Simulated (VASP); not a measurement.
# Te (P3_121) in VASP: single point with PBEsol

Aim: the single point of Te with PBEsol.

Program: VASP 6.6.1. These are calculated values, not measurements. Logs are shortened: lines on timing, memory, paths and dates and some standing lists are left out, and cuts for length are marked.

## 1. Starting point

It takes space group P3_121 (No. 152, trigonal). The conventional cell has a = 4.457 Å, b = 4.457 Å, c = 5.929 Å, α = 90.00°, β = 90.00°, γ = 120.00°. Te (site symmetry 2) has 2 Te at 2.84 Å as nearest neighbours.

## 2. Single point, PBEsol, non-collinear spin, zero start, spin-orbit coupling

The input, INCAR:

```
SYSTEM = Te
PREC = Accurate ; ENCUT = 300
EDIFF = 1E-6 ; ISMEAR = 0
SIGMA = 0.01 ; LREAL = .False.
LASPH = .True. ; NELM = 80
ALGO = Normal ; ISIF = 2
LWAVE = .False. ; LCHARG = .True.
MAGMOM = 0 0 0 0 0 0 0 0 0 ; LORBIT = 11
LSORBIT = .True. ; GGA_COMPAT = .False.
GGA = PS ; LVHAR = .True.
NBANDS = 31
```

The input, KPOINTS:

```
regular mesh
0
Gamma
  9 9 6
  0 0 0
```

The input, POSCAR:

```
Te
1.0
    4.4572000000      0.0000000000      0.0000000000
   -2.2286000000      3.8600484297      0.0000000000
    0.0000000000      0.0000000000      5.9290000000
Te
3
Direct
    0.2633000000      0.0000000000      0.3333333333
    0.0000000000      0.2633000000      0.6666666667
    0.7367000000      0.7367000000      0.0000000000
```

Potentials or basis: VASP PAW PBE potentials, release 64 (Te).

Started as:

```sh
cat potpaw_PBE.64/Te/POTCAR > POTCAR
mpirun -np 1 vasp_ncl > vasp.out
```

OUTCAR:

```text
SYSTEM = Te
   PREC = Accurate
   ENCUT = 300
   EDIFF = 1E-6
   ISMEAR = 0
   LREAL = .False.
   LASPH = .True.
   NELM = 80
   ISIF = 2
   LORBIT = 11
   LSORBIT = .True.
   GGA = PS

 ion  position               nearest neighbor table
   1  0.263  0.000  0.333-   3 2.84   2 2.84   3 3.49   3 3.49   2 3.49   2 3.49
   2  0.000  0.263  0.667-   3 2.84   1 2.84   3 3.49   3 3.49   1 3.49   1 3.49
   3  0.737  0.737  0.000-   2 2.84   1 2.84   1 3.49   2 3.49   2 3.49   1 3.49

  LATTYP: Found a hexagonal cell.
 ALAT       =     4.4572000000
 C/A-ratio  =     1.3302073050

  Lattice vectors:

 A1 = (   4.4572000000,   0.0000000000,   0.0000000000)
 A2 = (  -2.2286000000,   3.8600484297,   0.0000000000)
 A3 = (   0.0000000000,   0.0000000000,   5.9290000000)

Analysis of symmetry for initial positions (statically):
=====================================================================
 Subroutine PRICEL returns:
 Original cell was already a primitive cell.

 Routine SETGRP: Setting up the symmetry group for a
 hexagonal supercell.

 Subroutine GETGRP returns: Found  6 space group operations
 (whereof  2 operations were pure point group operations)
 out of a pool of 24 trial point group operations.

The static configuration has the point symmetry C_2 .
 The point group associated with its full space group is D_3 .

Analysis of symmetry for dynamics (positions and initial velocities):
=====================================================================
 Subroutine PRICEL returns:
 Original cell was already a primitive cell.

 Routine SETGRP: Setting up the symmetry group for a
 hexagonal supercell.

 Subroutine GETGRP returns: Found  6 space group operations
 (whereof  2 operations were pure point group operations)
 out of a pool of 24 trial point group operations.

The dynamic configuration has the point symmetry C_2 .
 The point group associated with its full space group is D_3 .

Analysis of structural, dynamic, and magnetic symmetry:
=====================================================================
 Subroutine PRICEL returns:
 Original cell was already a primitive cell.

 Routine SETGRP: Setting up the symmetry group for a
 hexagonal supercell.

 Subroutine GETGRP returns: Found  6 space group operations
 (whereof  2 operations were pure point group operations)
 out of a pool of 24 trial point group operations.

The overall configuration has the point symmetry C_2 .
 The point group associated with its full space group is D_3 .

 Subroutine INISYM returns: Found  6 space group operations
 (whereof  2 operations are pure point group operations),
 and found     1 'primitive' translations

----------------------------------------------------------------------------------------

                                     Primitive cell

  volume of cell :     102.0085

  direct lattice vectors                    reciprocal lattice vectors
     4.457200000  0.000000000  0.000000000     0.224356098  0.129532054  0.000000000
    -2.228600000  3.860048430  0.000000000     0.000000000  0.259064107  0.000000000
     0.000000000  0.000000000  5.929000000     0.000000000  0.000000000  0.168662506

  length of vectors
     4.457200000  4.457200000  5.929000000     0.259064107  0.259064107  0.168662506

  position of ions in fractional coordinates (direct lattice)
     0.263300000  0.000000000  0.333333333
     0.000000000  0.263300000  0.666666667
     0.736700000  0.736700000  0.000000000

  ion indices of the primitive-cell ions
   primitive index   ion index
                 1           1
                 2           2
                 3           3

----------------------------------------------------------------------------------------

 KPOINTS: regular mesh

Automatic generation of k-mesh.
 Grid dimensions read from file:
 generate k-points for:    9    9    6

 Generating k-lattice:

  Cartesian coordinates                     Fractional coordinates (reciprocal lattice)
     0.024928455  0.014392450  0.000000000     0.111111111  0.000000000  0.000000000
     0.000000000  0.028784901  0.000000000     0.000000000  0.111111111  0.000000000
     0.000000000  0.000000000  0.028110418     0.000000000  0.000000000  0.166666667

  Length of vectors
     0.028784901  0.028784901  0.028110418

  Shift w.r.t. Gamma in fractional coordinates (k-lattice)
     0.000000000  0.000000000  0.000000000

 Subroutine IBZKPT returns following result:
 ===========================================

 Found     96 irreducible k-points:

 Following reciprocal coordinates:
            Coordinates               Weight
  0.000000  0.000000  0.000000      1.000000
  0.111111  0.000000  0.000000      6.000000
  0.222222  0.000000  0.000000      6.000000
  0.333333  0.000000  0.000000      6.000000
  0.444444  0.000000  0.000000      6.000000
  0.111111  0.111111  0.000000      3.000000
[... 16 lines left out ...]
  0.222222  0.000000  0.166667      6.000000
  0.000000  0.222222  0.166667      6.000000
 [... further k-points ...]
   k-points           NKPTS =     96   k-points in BZ     NKDIM =     96   number of bands    NBANDS=     31
   number of dos      NEDOS =    301   number of ions     NIONS =      3
   total plane-waves  NPLWV =  28224
   dimension x,y,z NGX =    28 NGY =   28 NGZ =   36
   dimension x,y,z NGXF=    56 NGYF=   56 NGZF=   72
   ions per type =               3
   NGX,Y,Z   is equivalent  to a cutoff of  10.44, 10.44, 10.09 a.u.
   NGXF,Y,Z  is equivalent  to a cutoff of  20.89, 20.89, 20.19 a.u.
 SYSTEM =  Te
   PREC   = accura    normal or accurate (medium, high low for compatibility)
   ISTART =      0    job   : 0-new  1-cont  2-samecut
   ICHARG =      2    charge: 1-file 2-atom 10-const
   ISPIN  =      1    spin polarized calculation?
   LNONCOLLINEAR =      T non collinear calculations
   LSORBIT =      T    spin-orbit coupling
   LASPH  =      T    aspherical Exc in radial PAW
   ENCUT  =  300.0 eV  22.05 Ry    4.70 a.u.   6.29  6.29  8.37*2*pi/ulx,y,z
   NELM   =     80;   NELMIN=  2; NELMDL= -5     # of ELM steps
   EDIFF  = 0.1E-05   stopping-criterion for ELM
   LREAL  =      F    real-space projection
   EDIFFG = 0.1E-04   stopping-criterion for IOM
   NSW    =      0    number of steps for IOM
   IBRION =     -1    ionic relax: 0-MD 1-quasi-New 2-CG
   NFREE  =      0    steps in history (QN), initial steepest desc. (CG)
   ISIF   =      2    stress and relaxation
   ISYM   =      2    0-nonsym 1-usesym 2-fastsym
   POTIM  = 0.5000    time-step for ionic-motion
   TEBEG  =    0.0;   TEEND  =   0.0 temperature during run
   PSTRESS=    0.0 pullay stress
   NELECT =      18.0000    total number of electrons
   NUPDOWN=      -1.0000    fix difference up-down
   EMIN   =  10.00;   EMAX   =-10.00  energy-range for DOS
   EFERMI =   0.00;   METHOD = LEGACY
   ISMEAR =     0;   SIGMA  =   0.01  broadening in eV -4-tet -1-fermi 0-gaus
   EFERMI_NEDOS =   21; number of points for ismear=-14 and -15
   IALGO  =     38    algorithm
   IMIX   =      4    mixing-type and parameters
     AMIX     =   0.40;   BMIX     =  1.00
     AMIX_MAG =   1.60;   BMIX_MAG =  1.00
  volume/ion in A,a.u.               =      34.00       229.46
  Fermi-wavevector in a.u.,A,eV,Ry     =   0.918234  1.735211 11.471812  0.843154
  Thomas-Fermi vector in A             =   2.043293
   LORBIT       =     11    0 simple, 1 ext, 2 COOP (PROOUT), +10 PAW based schemes
   GGA     = PS    functional components
   LHFCALC =     F    Hartree Fock is set to
   AEXX    =    0.0000 exact exchange contribution
   IVDW    =     0    specifies the selected vdW correction
   LEPSILON=     F    determine dielectric tensor
   LRPA    =     F    only Hartree local field effects (RPA)
 Gauss-broadening in eV      SIGMA  =   0.01
  energy-cutoff  :      300.00
  volume of cell :      102.01
 maximum number of plane-waves:      2458
 NGX is ok and might be reduce to    28
   NGX = 13   NGY = 13   NGZ = 17

 number of electron      18.0000000 magnetization       0.0000000      0.0000000      0.0000000

 number of electron      17.9999997 magnetization      -0.0000000     -0.0000000     -0.0000000

 number of electron      17.9999997 magnetization      -0.0000000     -0.0000000      0.0000000

 number of electron      17.9999997 magnetization      -0.0000000      0.0000000      0.0000000

 Free energy of the ion-electron system (eV)
  ---------------------------------------------------
  ext. energy  EPLUGINS =         0.00000000
  ---------------------------------------------------
  free energy    TOTEN  =       -10.87538697 eV

  energy without entropy =      -10.87536375  energy(sigma->0) =      -10.87537536

 E-fermi :   5.9424     XC(G=0):  -9.2062

 val. band max:        5.9424234847   @ k =   0.3333   0.3333   0.5000
 cond. band min:       5.9424237540   @ k =  -0.3333  -0.3333   0.5000
 fundamental gap:      0.0000002693
 Fermi energy:         5.9424236193

 k-point     1 :       0.0000    0.0000    0.0000
  band No.  band energies     occupation
      1      -7.8777      1.00000
      2      -7.8777      1.00000
      3      -4.5407      1.00000
      4      -4.5407      1.00000
      5      -4.5393      1.00000
      6      -4.5393      1.00000
[... 781 lines left out ...]
     29      12.1560      0.00000
     30      12.1811      0.00000

 [... further k-points ...]

 [bands above 30 left out]

------------------------ aborting loop because EDIFF is reached ----------------------------------------

  FORCE on cell =-STRESS in cart. coord.  units (eV):
  Direction    XX          YY          ZZ          XY          YZ          ZX
  --------------------------------------------------------------------------------------
  -------------------------------------------------------------------------------------
  Total       -0.1805690     -0.1805690      0.2969692     -0.0000000      0.0000000      0.0000000
  in kB       -2.8360738     -2.8360738      4.6642910     -0.0000000      0.0000000      0.0000000
  external PRESSURE =      -0.3359522 kB  Pullay stress =       0.0000000 kB

 VOLUME and BASIS-vectors are now :
 -----------------------------------------------------------------------------
  energy-cutoff  :      300.00
  volume of cell :      102.01
      direct lattice vectors                 reciprocal lattice vectors
     4.457200000  0.000000000  0.000000000     0.224356098  0.129532054  0.000000000
    -2.228600000  3.860048430  0.000000000     0.000000000  0.259064107  0.000000000
     0.000000000  0.000000000  5.929000000     0.000000000  0.000000000  0.168662506

 POSITION                                       TOTAL-FORCE (eV/Angst)
 -----------------------------------------------------------------------------------
      1.17358      0.00000      1.97633         0.314035      0.000000     -0.000000
     -0.58679      1.01635      3.95267        -0.157018      0.271963      0.000000
      1.64181      2.84370      0.00000        -0.157018     -0.271963      0.000000
 -----------------------------------------------------------------------------------
    total drift:                               -0.000000     -0.000000     -0.000000

  FREE ENERGIE OF THE ION-ELECTRON SYSTEM (eV)
  ---------------------------------------------------
  free  energy   TOTEN  =       -10.8753869725 eV

  energy  without entropy=      -10.8753637548  energy(sigma->0) =      -10.87537536

 Spin-Orbit-Coupling matrix elements

 Ion:    1  E_soc:     -0.2324952
 l=   1
     0.0000000    -0.0402036    -0.0392401
    -0.0402036     0.0000000    -0.0364980
    -0.0392401    -0.0364980     0.0000000
 l=   2
     0.0000000    -0.0000231     0.0000000    -0.0000190    -0.0000406
    -0.0000231     0.0000000    -0.0000394    -0.0000492    -0.0000217
     0.0000000    -0.0000394     0.0000000    -0.0001011     0.0000000
    -0.0000190    -0.0000492    -0.0001011     0.0000000    -0.0000119
    -0.0000406    -0.0000217     0.0000000    -0.0000119     0.0000000
 l=   3
     0.0000000     0.0000000     0.0000000     0.0000000     0.0000000     0.0000000     0.0000000
     0.0000000     0.0000000     0.0000000     0.0000000     0.0000000     0.0000000     0.0000000
     0.0000000     0.0000000     0.0000000     0.0000000     0.0000000     0.0000000     0.0000000
     0.0000000     0.0000000     0.0000000     0.0000000     0.0000000     0.0000000     0.0000000
[... 29 lines left out ...]
 l=   2
     0.0000000    -0.0000168     0.0000000    -0.0000189    -0.0000406
    -0.0000168     0.0000000    -0.0000857    -0.0000492    -0.0000175
     0.0000000    -0.0000857     0.0000000    -0.0000549     0.0000000
    -0.0000189    -0.0000492    -0.0000549     0.0000000    -0.0000224
    -0.0000406    -0.0000175     0.0000000    -0.0000224     0.0000000
 l=   3
     0.0000000     0.0000000     0.0000000     0.0000000     0.0000000     0.0000000     0.0000000
     0.0000000     0.0000000     0.0000000     0.0000000     0.0000000     0.0000000     0.0000000
     0.0000000     0.0000000     0.0000000     0.0000000     0.0000000     0.0000000     0.0000000
     0.0000000     0.0000000     0.0000000     0.0000000     0.0000000     0.0000000     0.0000000
     0.0000000     0.0000000     0.0000000     0.0000000     0.0000000     0.0000000     0.0000000
     0.0000000     0.0000000     0.0000000     0.0000000     0.0000000     0.0000000     0.0000000
     0.0000000     0.0000000     0.0000000     0.0000000     0.0000000     0.0000000     0.0000000

 total charge

# of ion       s       p       d       tot
------------------------------------------
    1        1.433   1.819   0.044   3.296
    2        1.433   1.819   0.044   3.296
    3        1.433   1.819   0.044   3.296
--------------------------------------------------
tot          4.299   5.457   0.131   9.887

 magnetization (x)

# of ion       s       p       d       tot
------------------------------------------
    1       -0.000   0.000   0.000   0.000
    2        0.000  -0.000  -0.000  -0.000
    3        0.000  -0.000  -0.000  -0.000
--------------------------------------------------
tot          0.000   0.000   0.000   0.000

 magnetization (y)

# of ion       s       p       d       tot
------------------------------------------
    1       -0.000   0.000  -0.000  -0.000
    2       -0.000   0.000   0.000   0.000
    3        0.000  -0.000  -0.000  -0.000
--------------------------------------------------
tot         -0.000   0.000  -0.000  -0.000

 magnetization (z)

# of ion       s       p       d       tot
------------------------------------------
    1       -0.000  -0.000  -0.000  -0.000
    2       -0.000   0.000   0.000   0.000
    3        0.000   0.000  -0.000  -0.000
--------------------------------------------------
tot         -0.000  -0.000  -0.000  -0.000
```

Run time: 1.8 min. Hardware: 1 thread of Intel Xeon 6975P-C (Granite Rapids), shared host; peak memory 0.39 GiB.

Results:

* Free energy: -10.8754 eV
* Pressure: 0.0 GPa
* Largest force: 0.314 eV/Å
* Net moment: 0.00 μB per cell
* Valence electrons inside the program's atomic spheres: Te 3.30

Forces in eV/Å, atoms in the order of the input:
```
Te   0.314  0.000  0.000
Te  -0.157  0.272  0.000
Te  -0.157 -0.272  0.000
```

Moments on the atoms (μB; x, y, z):
```
Te  0.00 0.00 0.00
Te  0.00 0.00 0.00
Te  0.00 0.00 0.00
```

Caveat: the PAW data sets were made with another functional, which shifts forces and pressure a little.
